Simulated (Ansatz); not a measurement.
# GaSb (rocksalt type): the cost of one run

Method: DFT PBE, with the methods named in each step, in Ansatz 0.2.0.

### Step 1. The structure to begin with

It takes space group Fm-3m (No. 225, cubic). The conventional cell has a = 5.443 Å, b = 5.443 Å, c = 5.443 Å, α = 90.00°, β = 90.00°, γ = 90.00°. Ga (site symmetry m-3m) is surrounded by 6 Sb at 2.72 Å. Sb (site symmetry m-3m) has 6 Ga at 2.72 Å as nearest neighbours.

Coordinates:

```cif
data_structure
_symmetry_space_group_name_H-M 'Fm-3m'
_symmetry_Int_Tables_number 225
_cell_length_a 5.4432
_cell_length_b 5.4432
_cell_length_c 5.4432
_cell_angle_alpha 90.000
_cell_angle_beta 90.000
_cell_angle_gamma 90.000
_cell_volume 161.28
loop_
_atom_site_label
_atom_site_type_symbol
_atom_site_symmetry_multiplicity
_atom_site_Wyckoff_symbol
_atom_site_fract_x
_atom_site_fract_y
_atom_site_fract_z
_atom_site_occupancy
Ga1 Ga 4 a 0.00000 0.00000 0.00000 1
Sb1 Sb 4 b 0.50000 0.00000 0.00000 1
```

The file gives the conventional cell by its symmetry; the runs use the cell typed in the input.

Whether this phase is the stable one at these pressures isn't tested.

Atoms are numbered in the order of the input: Ga1, Sb2.

### Step 2. Cell relaxed at zero pressure, PAW

File input.yaml:

```yaml
crystal:
  lattice:
    - [0.0, 2.7216090333, 2.7216090333]
    - [2.7216090333, 0.0, 2.7216090333]
    - [2.7216090333, 2.7216090333, 0.0]
  atoms:
    - { symbol: Ga, position: [0.0, 0.0, 0.0] }
    - { symbol: Sb, position: [0.5, 0.5, 0.5] }
kpoints:
  mp_grid: { grid: [13, 13, 13] }
scf:
  occupations: { method: fermi_dirac, width: 0.08 }
hamiltonian:
  xc: pbe
  pseudopotentials: { kind: paw }
output:
  forces: true
  stress: true
relax:
  f_tol: 0.005
  max_steps: 40
  cell: {}
```

Launch:

```
> ansatz run input.yaml --threads 1 --pin off --max-ram 2048MiB --backend cpu --events-out ev --progress --plain --runs-dir out
```

What time and memory should one allow on 1 thread of Arm Neoverse V2, shared host?

About 23 s, with a peak of 0.38 GiB.
